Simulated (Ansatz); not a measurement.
Wanted: the native input for an Ansatz 0.2.0 run.

| Quantity | Value |
| --- | --- |
| Task | single point |
| Functional | PBE |
| Potentials or basis | Ansatz PAW |
| Cutoff | 420 eV (not typed: the program's choice for these potentials) |
| k mesh | 9 × 9 × 9 |
| Occupations | gaussian, width 0.021 eV |
| Spin | no spin polarisation |

Crystal: Bi.

```
Bi
1.0
    -1.98143    1.98143    1.98143
     1.98143   -1.98143    1.98143
     1.98143    1.98143   -1.98143
Bi
1
Direct
  0.00000 0.00000 0.00000
```

This isn't the form of Bi at room conditions, which is rhombohedral.

One way to write it, as run:

input.yaml

```yaml
crystal:
  lattice:
    - [-1.9814305318, 1.9814305318, 1.9814305318]
    - [1.9814305318, -1.9814305318, 1.9814305318]
    - [1.9814305318, 1.9814305318, -1.9814305318]
  atoms:
    - { symbol: Bi, position: [0.0, 0.0, 0.0] }
hamiltonian:
  xc: pbe
  pseudopotentials: { kind: paw }
kpoints:
  mp_grid: { grid: [9, 9, 9] }
scf:
  occupations: { method: gaussian, width: 0.021 }
output:
  forces: true
  stress: true
  eigenvalues: true
```

Potentials or basis: Ansatz PAW.

Run with:

```sh
$ ansatz run input.yaml --threads 2 --pin off --max-ram 5632MiB --backend cpu --events-out ev --progress --plain --runs-dir out
```

Results of the run:

```yaml
Pressure: 0.8 GPa
Band_gap_on_the_k_mesh: none (metal or under the smearing width)
```

Caveat: spin-orbit coupling is left out, which moves the levels of the heavy elements.

Run time: 0.7 s on 2 threads of Intel(R) Xeon(R) Processor @ 2.70GHz, with other jobs on the host, peak memory 0.3 GiB.
